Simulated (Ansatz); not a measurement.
Band gaps on a Γ-centred 6×6×6 mesh, computed with PBE with spin–orbit coupling in Ansatz (plane waves, PAW datasets (generated hard set); cutoff 700 eV), no spin polarisation.

(1) Rank by gap, smallest first.
A. TlCl (CsCl, a = 3.900 Å)
B. Si (diamond, a = 5.470 Å)
C. KBr (rock salt, a = 6.700 Å)
D. InP (zinc blende, a = 5.960 Å)
E. SnTe (rock salt, a = 6.410 Å)
F. NaI (rock salt, a = 6.530 Å)

Results:

(1) E (0.11 eV), D (0.41 eV), B (0.73 eV), A (1.80 eV), F (3.24 eV), C (4.16 eV).

A gap read on the mesh is an upper bound of this method's gap, since the mesh can miss a band edge. Semilocal functionals give gaps that mostly lie well below measured ones.
